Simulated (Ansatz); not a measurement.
**A faulty run on generalised stacking fault on (110) of a KCl-RbCl solid solution (80 atoms)**

Program: Ansatz 0.2.0. The cell: 13 Rb, 40 Cl and 27 K.

input.yaml

```yaml
crystal:
  lattice:
    - [7.3394, 0.0, 0.0]
    - [0.0, 10.37948, 0.0]
    - [0.61159, 0.0, 26.0487]
  atoms:
    - { symbol: Rb, position: [0.91618, 0.00092, 0.99566] }
    - { symbol: Cl, position: [0.24111, 0.00062, 0.09925] }
    - { symbol: K, position: [0.41761, 0.99894, 0.99608] }
    - { symbol: Cl, position: [0.74312, 0.9991, 0.09992] }
    - { symbol: K, position: [0.91465, 0.49869, 0.99572] }
    - { symbol: Cl, position: [0.2432, 0.49817, 0.09923] }
    - { symbol: K, position: [0.41445, 0.49943, 0.99551] }
    - { symbol: Cl, position: [0.7447, 0.49891, 0.09929] }
    - { symbol: K, position: [0.99316, 0.25071, 0.09866] }
    - { symbol: Cl, position: [0.23466, 0.24935, 0.19882] }
    - { symbol: Rb, position: [0.49173, 0.24975, 0.0991] }
    - { symbol: Cl, position: [0.73497, 0.24953, 0.19853] }
    - { symbol: K, position: [0.98544, 0.99888, 0.19899] }
    - { symbol: Cl, position: [0.2258, 0.00132, 0.29812] }
    - { symbol: Rb, position: [0.48326, 0.00078, 0.19902] }
    - { symbol: Cl, position: [0.72554, 0.99887, 0.29884] }
    - { symbol: K, position: [0.99039, 0.74814, 0.09963] }
    - { symbol: Cl, position: [0.23239, 0.75033, 0.19914] }
    [... 56 atom lines left out ...]
    - { symbol: K, position: [0.42637, 0.24925, 0.89615] }
    - { symbol: Cl, position: [0.66617, 0.2492, 0.99604] }
    - { symbol: K, position: [0.92628, 0.74971, 0.89558] }
    - { symbol: Cl, position: [0.16603, 0.74949, 0.99572] }
    - { symbol: Rb, position: [0.42692, 0.75033, 0.89632] }
    - { symbol: Cl, position: [0.66932, 0.75161, 0.99571] }
kpoints:
  mp_grid: { grid: [2, 1, 1] }
hamiltonian:
  XC: pbe
scf:
  occupations: { method: gaussian, width: 0.025 }
  max_iter: 100
output:
  forces: true
```

On the command line:

```console
ansatz run input.yaml --threads 8 --pin off --max-ram 15872MiB --backend cpu --events-out ev --progress --plain --runs-dir out
```

The program printed:

```text
Error: YAML parse error: error: line 90 column 3: unknown field `XC`, expected one of xc, dispersion, noncollinear_xc, pseudopotentials, hubbard, deformation_potential_offset, integrals
  --> <input>:90:3
   |
88 |   mp_grid: { grid: [2, 1, 1] }
89 | hamiltonian:
90 |   XC: pbe
   |   ^ unknown field `XC`, expected one of xc, dispersion, noncollinear_xc, pseudopotentials, hubbard, deformation_potential_offset, integrals
91 | scf:
92 |   occupations: { method: gaussian, width: 0.025 }
   |
```

The job ended after 0.01 s (8 threads of Arm Neoverse V2, shared host; peak memory 0.14 GiB).

What is at fault here, and what would mend it?

A misspelt key: hamiltonian.xc = "XC".

The fix is to spell the key as the program knows it.

The program refused it before any cycle.

[Logs are printed without paths, hosts, clocks, repeated set-up lines and the standing remarks that a program may print on its own settings, such as how far it seeks lower states.]

[Hosts, paths, dates, database ids (printed as entryN), source tags and the programs' standing remarks are cut or masked in the printed files.]
